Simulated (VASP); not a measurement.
# InSb: relaxation of cell and atoms with PBE

Crystal: InSb.

```
In Sb
1.0
     0.00000    3.31683    3.31683
     3.31683    0.00000    3.31683
     3.31683    3.31683    0.00000
In Sb
1 1
Direct
  0.00000 0.00000 0.00000
  0.25000 0.25000 0.25000
```

- Program: VASP 6.6.1
- Task: relaxation of cell and atoms
- Functional: PBE
- Potentials or basis: VASP PAW PBE potentials, release 64 (In_d, Sb)
- Cutoff: 600 eV
- k mesh: 10 × 10 × 10
- Occupations: gaussian, width 0.03 eV
- Spin: no spin polarisation
- Further INCAR settings: ALGO = Normal; EDIFF = 1e-07; IBRION = 2; EDIFFG = -0.005; NSW = 90; ISIF = 3

```yaml
Relaxed_volume: 36.52 Å³/atom
Relaxed_cell: a = 4.692 Å, b = 4.692 Å, c = 4.692 Å, α = 60.00°, β = 60.00°, γ = 60.00°
Space_group_after_relaxing_to_0.05_Å: F-43m (No. 216)
Energy_gained_by_relaxing: 0.0 meV/atom
Ionic_steps: 2
Pressure_after_relaxing: 0.0 GPa
Band_gap_on_the_k_mesh: none (metal or under the smearing width)
```

Final structure:
```
In Sb
1.0
     0.00000    3.31764    3.31764
     3.31764    0.00000    3.31764
     3.31764    3.31764    0.00000
In Sb
1 1
Direct
  0.00000 0.00000 0.00000
  0.25000 0.25000 0.25000
```

Levels at points of the mesh, in eV from the Fermi level:
```tsv
k point	band 5	band 6	band 7	band 8	band 9	band 10	band 11	band 12	band 13
(0.00, 0.00, 0.00)	-14.41	-10.29	-0.60	-0.01	-0.01	-0.01	2.96	2.96	2.96
(0.50, 0.00, 0.00)	-14.41	-9.10	-5.31	-0.91	-0.91	0.41	3.79	3.79	6.11
(0.50, 0.50, 0.00)	-14.40	-8.58	-5.63	-2.04	-2.04	1.35	1.46	7.72	7.72
```

It took 36 s on 1 thread of Intel(R) Xeon(R) 6975P-C (Granite Rapids), on a shared host, peak memory 0.27 GiB.

Caveat: this crystal is a semiconductor, whose small gap the functional closes, so the metal is an error of the method. The run has no spin-orbit coupling, so splittings on Sb are missing.
